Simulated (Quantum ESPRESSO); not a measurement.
# WS2 (Tungstenite) (P6_3/mmc) in Quantum ESPRESSO: further runs

Aim: see how the results for WS2 (Tungstenite) move with the level of theory and the settings. Levels: PBEsol, LDA. Tasks: phonons.

Everything below comes from runs of Quantum ESPRESSO 7.5. Logs are shortened: lines on timing, memory, paths and dates and some standing lists are left out, and cuts for length are marked.

## Step 1: The crystal as given

Symmetry: P6_3/mmc, No. 194, hexagonal system. Conventional cell: a = 3.180 Å, b = 3.180 Å, c = 12.500 Å, α = 90.00°, β = 90.00°, γ = 120.00°. W (site symmetry -6m2) is surrounded by 6 S at 2.41 Å. Around S (site symmetry 3m) lie 3 W at 2.41 Å.

## Step 2: Phonons, PBEsol

Input file pw.in:

```
&CONTROL
  calculation = 'scf'
  prefix = 'pwscf'
  outdir = './tmp'
  pseudo_dir = './pseudo'
  tprnfor = .true.
  tstress = .true.
  disk_io = 'low'
/
&SYSTEM
  ibrav = 0
  celldm(1) = 8
  nat = 6
  ntyp = 2
  ecutwfc = 56
  ecutrho = 448
  nbnd = 36
  occupations = 'smearing'
  smearing = 'fd'
  degauss = 0.00367493
/
&ELECTRONS
  conv_thr = 1.2d-09
  electron_maxstep = 120
  mixing_beta = 0.5
/
ATOMIC_SPECIES
W    183.8400 w_pbesol_v1.2.uspp.F.UPF
S     32.0600 s_pbesol_v1.4.uspp.F.UPF
CELL_PARAMETERS alat
  0.7511661345387   0.0000000000000   0.0000000000000
 -0.3755830672694   0.6505289549650   0.0000000000000
  0.0000000000000   0.0000000000000   2.9526970697278
ATOMIC_POSITIONS crystal
W      0.6666666667    0.3333333333    0.7500000000
W      0.3333333333    0.6666666667    0.2500000000
S      0.6666666667    0.3333333333    0.3750000000
S      0.3333333333    0.6666666667    0.8750000000
S      0.6666666667    0.3333333333    0.1250000000
S      0.3333333333    0.6666666667    0.6250000000
K_POINTS automatic
8 8 2 0 0 1
```

Input file relax.in:

```
&CONTROL
  calculation = 'vc-relax'
  prefix = 'pwscf'
  outdir = './tmp'
  pseudo_dir = './pseudo'
  tprnfor = .true.
  tstress = .true.
  disk_io = 'low'
  nstep = 40
  forc_conv_thr = 0.0001
  etot_conv_thr = 1d-06
/
&SYSTEM
  ibrav = 0
  celldm(1) = 8
  nat = 6
  ntyp = 2
  ecutwfc = 56
  ecutrho = 448
  nbnd = 36
  occupations = 'smearing'
  smearing = 'fd'
  degauss = 0.00367493
/
&ELECTRONS
  conv_thr = 1.2d-09
  electron_maxstep = 120
  mixing_beta = 0.5
/
&IONS
  ion_dynamics = 'bfgs'
/
&CELL
  cell_dynamics = 'bfgs'
  press = 0
  press_conv_thr = 0.2
/
ATOMIC_SPECIES
W    183.8400 w_pbesol_v1.2.uspp.F.UPF
S     32.0600 s_pbesol_v1.4.uspp.F.UPF
CELL_PARAMETERS alat
  0.7511661345340   0.0000000000000   0.0000000000000
 -0.3755830672670   0.6505289549690   0.0000000000000
  0.0000000000000   0.0000000000000   2.9526970697278
ATOMIC_POSITIONS crystal
W      0.6666666666    0.3333333332    0.7500000000
W      0.3333333332    0.6666666666    0.2500000000
S      0.6666666666    0.3333333332    0.3750000000
S      0.3333333332    0.6666666666    0.8750000000
S      0.6666666666    0.3333333332    0.1250000000
S      0.3333333332    0.6666666666    0.6250000000
K_POINTS automatic
8 8 2 0 0 1
```

Input file gamma.in:

```
&CONTROL
  calculation = 'bands'
  prefix = 'pwscf'
  outdir = './tmp'
  pseudo_dir = './pseudo'
  disk_io = 'low'
  verbosity = 'high'
/
&SYSTEM
  ibrav = 0
  celldm(1) = 8
  nat = 6
  ntyp = 2
  ecutwfc = 56
  ecutrho = 448
  nbnd = 36
  occupations = 'smearing'
  smearing = 'fd'
  degauss = 0.00367493
/
&ELECTRONS
  conv_thr = 1d-08
  electron_maxstep = 120
  mixing_beta = 0.5
  diago_full_acc = .true.
  startingwfc = 'random'
/
ATOMIC_SPECIES
W    183.8400 w_pbesol_v1.2.uspp.F.UPF
S     32.0600 s_pbesol_v1.4.uspp.F.UPF
CELL_PARAMETERS alat
  0.7434008851103   0.0000000000068   0.0000000000000
 -0.3717004425611   0.6438040516980   0.0000000000000
  0.0000000000000   0.0000000000000   2.9929258393609
ATOMIC_POSITIONS crystal
W      0.6666666665    0.3333333331    0.7500000000
W      0.3333333331    0.6666666665    0.2500000000
S      0.6666666665    0.3333333331    0.3738116925
S      0.3333333331    0.6666666665    0.8738116925
S      0.6666666665    0.3333333331    0.1261883075
S      0.3333333331    0.6666666665    0.6261883075
K_POINTS crystal
1
0.0 0.0 0.0 1
```

Input file scf2.in:

```
&CONTROL
  calculation = 'scf'
  prefix = 'pwscf'
  outdir = './tmp'
  pseudo_dir = './pseudo'
  tprnfor = .true.
  tstress = .true.
  disk_io = 'low'
/
&SYSTEM
  ibrav = 0
  celldm(1) = 8
  nat = 6
  ntyp = 2
  ecutwfc = 56
  ecutrho = 448
  nbnd = 36
  occupations = 'fixed'
/
&ELECTRONS
  conv_thr = 1d-13
  electron_maxstep = 120
  mixing_beta = 0.5
  startingpot = 'file'
/
ATOMIC_SPECIES
W    183.8400 w_pbesol_v1.2.uspp.F.UPF
S     32.0600 s_pbesol_v1.4.uspp.F.UPF
CELL_PARAMETERS alat
  0.7434008851103   0.0000000000068   0.0000000000000
 -0.3717004425611   0.6438040516980   0.0000000000000
  0.0000000000000   0.0000000000000   2.9929258393609
ATOMIC_POSITIONS crystal
W      0.6666666665    0.3333333331    0.7500000000
W      0.3333333331    0.6666666665    0.2500000000
S      0.6666666665    0.3333333331    0.3738116925
S      0.3333333331    0.6666666665    0.8738116925
S      0.6666666665    0.3333333331    0.1261883075
S      0.3333333331    0.6666666665    0.6261883075
K_POINTS automatic
8 8 2 0 0 1
```

Input file ph.in:

```
phonons of WS2
&INPUTPH
  prefix = 'pwscf'
  outdir = './tmp'
  tr2_ph = 1d-18
  fildyn = 'dyn'
  niter_ph = 90
  alpha_mix(1) = 0.7
  epsil = True
/
0.0000000000 0.0000000000 0.0000000000
```

Input file dynmat.in:

```
&INPUT
  fildyn = 'dyn'
  asr = 'crystal'
  lperm = .true.
  filout = 'dynmat.disp'
  fileig = 'dynmat.eig'
/
```

Input file dynmat_lo.in:

```
&INPUT
  fildyn = 'dyn'
  asr = 'crystal'
  filout = 'dynmat_lo.disp'
  fileig = 'dynmat_lo.eig'
  q(1) = 0
  q(2) = 0
  q(3) = 1
/
```

Potentials or basis: GBRV 1.5 PBEsol.

Started as:

```bash
OMP_NUM_THREADS=1 mpirun -n 4 pw.x -nk 2 -in pw.in > pw.out
OMP_NUM_THREADS=1 mpirun -n 4 pw.x -nk 2 -in relax.in > relax.out
OMP_NUM_THREADS=1 mpirun -n 4 pw.x -in gamma.in > gamma.out
OMP_NUM_THREADS=1 mpirun -n 4 pw.x -nk 2 -in scf2.in > scf2.out
OMP_NUM_THREADS=1 mpirun -n 4 ph.x -nk 2 -in ph.in > ph.out
OMP_NUM_THREADS=1 mpirun -n 1 dynmat.x -in dynmat.in > dynmat.out
OMP_NUM_THREADS=1 mpirun -n 1 dynmat.x -in dynmat_lo.in > dynmat_lo.out
```

pw.out:

```text
This program is part of the open-source Quantum ESPRESSO suite
     for quantum simulation of materials; please cite
[... 6 lines left out ...]
     using ibrav=0 with symmetry is DISCOURAGED, use correct ibrav instead

     K-points division:     npool     =       2
     Subspace diagonalization in iterative solution of the eigenvalue problem:
     a serial algorithm will be used

     --------------------
     sticks:   dense  smooth     PW     G-vecs:    dense   smooth      PW
     Min         561     279     81                59114    20917    3377
     Max         562     280     82                59119    20926    3386
     Sum        1123     559    163               118233    41843    6763

     Using Slab Decomposition

     bravais-lattice index     =            0
     lattice parameter (alat)  =       8.0000  a.u.
     unit-cell volume          =     738.7398 (a.u.)^3
     number of atoms/cell      =            6
     number of atomic types    =            2
     number of electrons       =        52.00
     number of Kohn-Sham states=           36
     kinetic-energy cutoff     =      56.0000  Ry
     charge density cutoff     =     448.0000  Ry
     scf convergence threshold =      1.2E-09
     mixing beta               =       0.5000
     number of iterations used =            8  plain     mixing
     Exchange-correlation= SLA  PW   PSX  PSC
                           (   1   4  10   8   0   0   0)

     celldm(1)=   8.000000  celldm(2)=   0.000000  celldm(3)=   0.000000
     celldm(4)=   0.000000  celldm(5)=   0.000000  celldm(6)=   0.000000

     crystal axes: (cart. coord. in units of alat)
               a(1) = (   0.751166   0.000000   0.000000 )
               a(2) = (  -0.375583   0.650529   0.000000 )
               a(3) = (   0.000000   0.000000   2.952697 )

     reciprocal axes: (cart. coord. in units 2 pi/alat)
               b(1) = (  1.331263  0.768605 -0.000000 )
               b(2) = (  0.000000  1.537211  0.000000 )
               b(3) = (  0.000000 -0.000000  0.338673 )

     PseudoPot. # 1 for W  read from file:
     w_pbesol_v1.2.uspp.F.UPF
     Pseudo is Ultrasoft + core correction, Zval = 14.0
     Generated by new atomic code, or converted to UPF format
     Using radial grid of  923 points,  8 beta functions with:
                l(1) =   0
                l(2) =   0
                l(3) =   0
                l(4) =   1
                l(5) =   1
                l(6) =   2
                l(7) =   2
                l(8) =   3
[... 27 lines left out ...]
         1        W      tau(   1) = (   0.3755831   0.2168430   2.2145228  )
         2        W      tau(   2) = (  -0.0000000   0.4336860   0.7381743  )
         3        S      tau(   3) = (   0.3755831   0.2168430   1.1072614  )
         4        S      tau(   4) = (  -0.0000000   0.4336860   2.5836099  )
         5        S      tau(   5) = (   0.3755831   0.2168430   0.3690871  )
         6        S      tau(   6) = (  -0.0000000   0.4336860   1.8454357  )

     number of k points=    10  Fermi-Dirac smearing, width (Ry)=  0.0037
                       cart. coord. in units 2pi/alat
        k(    1) = (   0.0000000   0.0000000   0.0846684), wk =   0.0312500
        k(    2) = (   0.0000000   0.1921513   0.0846684), wk =   0.1875000
        k(    3) = (   0.0000000   0.3843026   0.0846684), wk =   0.1875000
        k(    4) = (   0.0000000   0.5764540   0.0846684), wk =   0.1875000
        k(    5) = (   0.0000000  -0.7686053   0.0846684), wk =   0.0937500
        k(    6) = (   0.1664079   0.2882270   0.0846684), wk =   0.1875000
        k(    7) = (   0.1664079   0.4803783   0.0846684), wk =   0.3750000
        k(    8) = (   0.1664079   0.6725296   0.0846684), wk =   0.3750000
        k(    9) = (   0.3328159   0.5764540   0.0846684), wk =   0.1875000
        k(   10) = (   0.3328159   0.7686053   0.0846684), wk =   0.1875000

     Dense  grid:   118233 G-vectors     FFT dimensions: (  45,  45, 160)

     Smooth grid:    41843 G-vectors     FFT dimensions: (  30,  30, 120)

     Initial potential from superposition of free atoms

     starting charge      51.7992, renormalised to      52.0000

     negative rho (up, down):  1.224E-01 0.000E+00
     Starting wfcs are   42 randomized atomic wfcs

     Self-consistent Calculation

     iteration #  1     ecut=    56.00 Ry     beta= 0.50
     Davidson diagonalization with overlap
     ethr =  1.00E-02,  avg # of iterations =  3.6

     Threshold (ethr) on eigenvalues was too large:
     Diagonalizing with lowered threshold

     Davidson diagonalization with overlap
     ethr =  2.99E-04,  avg # of iterations =  2.9

     negative rho (up, down):  1.265E-01 0.000E+00
[... 85 lines left out ...]
     iteration # 11     ecut=    56.00 Ry     beta= 0.50
     Davidson diagonalization with overlap
     ethr =  8.13E-12,  avg # of iterations =  5.1

     negative rho (up, down):  1.325E-01 0.000E+00

     End of self-consistent calculation

          k = 0.0000 0.0000 0.0847 (  5216 PWs)   bands (ev):

   -63.4276 -63.4276 -27.6759 -27.6758 -27.5162 -27.5162 -27.5162 -27.5162
    -4.3172  -4.1860  -2.6974  -2.4414   3.7844   4.4309   7.6508   7.6508
     7.6588   7.6588   7.7591   8.8936   8.8936   8.9237   8.9237   9.1011
    10.4785  11.1127  13.4262  13.4262  13.4294  13.4294  13.5706  13.5706
    13.6776  13.6776  15.7403  15.9203
[... 19 lines left out ...]
   -63.4131 -63.4131 -27.8056 -27.8056 -27.6223 -27.6223 -27.5844 -27.5844
    -2.5500  -2.4550  -2.0024  -1.8902   4.3436   4.5182   5.5663   5.6548
     6.0103   6.3581   7.2755   7.3226   8.3713   8.6715   9.0307   9.1191
     9.2562   9.4413  13.1484  13.1618  13.2220  13.5381  14.2021  14.7247
    15.0257  15.2811  16.3388  16.9661

          k = 0.0000-0.7686 0.0847 (  5240 PWs)   bands (ev):

   -63.4106 -63.4106 -27.8539 -27.8539 -27.6130 -27.6130 -27.5960 -27.5960
    -2.1266  -2.0680  -1.8441  -1.7910   3.9104   4.0800   5.2493   5.3596
     5.9189   6.3168   7.0812   7.1296   8.3468   8.4659   9.2138   9.3295
     9.5318   9.6472  13.3799  13.4071  13.7657  13.9283  14.3216  14.8422
    15.1383  15.3811  15.4394  15.8165
[... 35 lines left out ...]
   -63.4089 -63.4089 -27.7957 -27.7957 -27.6994 -27.6994 -27.6065 -27.6065
    -1.8466  -1.8184  -1.6920  -1.6658   4.7705   4.7805   4.8751   4.8766
     6.1133   6.2557   6.7326   6.8669   7.1478   7.3368   8.2142   8.4160
    10.2725  10.4097  12.6152  12.6160  13.5656  14.2253  14.3204  14.4722
    15.6397  16.0046  16.8093  17.0930

     the Fermi energy is    11.7096 ev

!    total energy              =    -414.53201345 Ry
     estimated scf accuracy    <          6.8E-10 Ry
     smearing contrib. (-TS)   =      -0.00000002 Ry
     internal energy E=F+TS    =    -414.53201342 Ry

     The total energy is F=E-TS. E is the sum of the following terms:
     one-electron contribution =    -170.64061733 Ry
     hartree contribution      =     106.00963680 Ry
     xc contribution           =    -115.60476536 Ry
     ewald contribution        =    -234.29626753 Ry

     convergence has been achieved in  11 iterations

     negative rho (up, down):  1.325E-01 0.000E+00

     Forces acting on atoms (cartesian axes, Ry/au):

     atom    1 type  1   force =     0.00000000    0.00000000    0.00000000
     atom    2 type  1   force =     0.00000000    0.00000000   -0.00000000
     atom    3 type  2   force =     0.00000000    0.00000000   -0.00478350
     atom    4 type  2   force =     0.00000000   -0.00000000   -0.00478350
     atom    5 type  2   force =     0.00000000    0.00000000    0.00478350
     atom    6 type  2   force =    -0.00000000    0.00000000    0.00478350

     Total force =     0.009567     Total SCF correction =     0.000082

     Computing stress (Cartesian axis) and pressure

     negative rho (up, down):  1.325E-01 0.000E+00
          total   stress  (Ry/bohr**3)                   (kbar)     P=      -25.18
  -0.00022712  -0.00000000   0.00000000          -33.41       -0.00        0.00
  -0.00000000  -0.00022712   0.00000000           -0.00      -33.41        0.00
   0.00000000   0.00000000  -0.00005934            0.00        0.00       -8.73

=------------------------------------------------------------------------------=
   JOB DONE.
=------------------------------------------------------------------------------=
```

It took 28 min on 4 MPI ranks of Arm Neoverse V1, shared host; peak memory 1.1 GiB.

What came out:

| Property | Result |
| --- | --- |
| Free energy | -5640.0188 eV |
| Relaxed volume | 18.11 Å³/atom |
| Relaxed cell | a = 3.147 Å, b = 3.147 Å, c = 12.670 Å, α = 90.00°, β = 90.00°, γ = 120.00° |
| Space group after relaxing (to 0.05 Å) | P6_3/mmc (No. 194) |
| Pressure after relaxing | 0.0 GPa |
| Electronic dielectric tensor (diagonal) | 13.45, 13.45, 5.59 |
| Born charges (mean of the diagonal) | W -0.57; S +0.29 e |
| Highest phonon frequency at Γ, LO-TO splitting left out | 437 cm⁻¹ |
| Static dielectric tensor (diagonal) | 13.52, 13.52, 5.61 |

The path:
```
step  energy change (eV)  largest force (eV/Å)  pressure (GPa)  volume (Å³)
   1              0.0000                0.1230           -2.52       109.47
   2             -0.0167                0.1050           -0.22       108.07
   3             -0.0214                0.0648            0.18       107.63
   4             -0.0226                0.0089            0.09       107.53
   5             -0.0227                0.0157            0.04       107.57
   6             -0.0227                0.0208            0.00       107.63
   7             -0.0228                0.0249           -0.03       107.71
   8             -0.0229                0.0278           -0.07       107.83
   9             -0.0231                0.0286           -0.09       108.01
  10             -0.0233                0.0253           -0.11       108.27
  11             -0.0234                0.0133           -0.08       108.66
  12             -0.0235                0.0069           -0.05       108.71
  13             -0.0235                0.0017           -0.01       108.70
  14             -0.0235                0.0002            0.00       108.68
```

Final structure:
```
CELL_PARAMETERS angstrom
3.14713 0.00000 0.00000
-1.57356 2.72549 0.00000
0.00000 0.00000 12.67031
ATOMIC_POSITIONS crystal
W 0.66667 0.33333 0.75000
W 0.33333 0.66667 0.25000
S 0.66667 0.33333 0.37381
S 0.33333 0.66667 0.87381
S 0.66667 0.33333 0.12619
S 0.33333 0.66667 0.62619
```

Phonon frequencies in cm⁻¹ (negative: imaginary):
| q point | frequencies |
| --- | --- |
| (0.000, 0.000, 0.000) | 1 1 2 20 20 27 294 294 296 296 354 354 354 354 415 416 435 437 |

Electronic dielectric tensor:
```
13.45  0.00  0.00
 0.00 13.45  0.00
 0.00  0.00  5.59
```

Born effective charge tensors (e):
atom 1, W
```
-0.64  0.00  0.00
 0.00 -0.64  0.00
 0.00  0.00 -0.43
```
atom 2, W
```
-0.64  0.00  0.00
 0.00 -0.64  0.00
 0.00  0.00 -0.43
```
atom 3, S
```
0.32 0.00 0.00
0.00 0.32 0.00
0.00 0.00 0.22
```
atom 4, S
```
0.32 0.00 0.00
0.00 0.32 0.00
0.00 0.00 0.22
```
atom 5, S
```
0.32 0.00 0.00
0.00 0.32 0.00
0.00 0.00 0.22
```
atom 6, S
```
0.32 0.00 0.00
0.00 0.32 0.00
0.00 0.00 0.22
```

Optical modes at Γ, degenerate ones joined, polar ones without the macroscopic field:
```
cm⁻¹  components  symmetry  active in  IR intensity, summed ((D/Å)²/amu)
  20           2       E2g      Raman                               0.00
  27           1       B1g     silent                               0.00
 294           2       E2u     silent                               0.00
 296           2       E1g      Raman                               0.00
 354           2       E1u         IR                               0.80
 354           2       E2g      Raman                               0.00
 415           1       B2u     silent                               0.00
 416           1       A1g      Raman                               0.00
 435           1       A2u         IR                               0.18
 437           1       B1g     silent                               0.00
```

Static dielectric tensor, electrons and zone-centre modes:
```
13.52  0.00  0.00
 0.00 13.52  0.00
 0.00  0.00  5.61
```

Caveat: the mesh is thin for the dielectric tensor, Born charges and intensities, which usually come out too large; the layers were relaxed without a dispersion term, so their spacing and the soft interlayer modes are unreliable; this functional lacks dispersion, which binds the layers, so the pressure and a relaxed spacing across them are unreliable. The run has no spin-orbit coupling, so splittings on W are missing.

(Continued in part 2 of 2.)
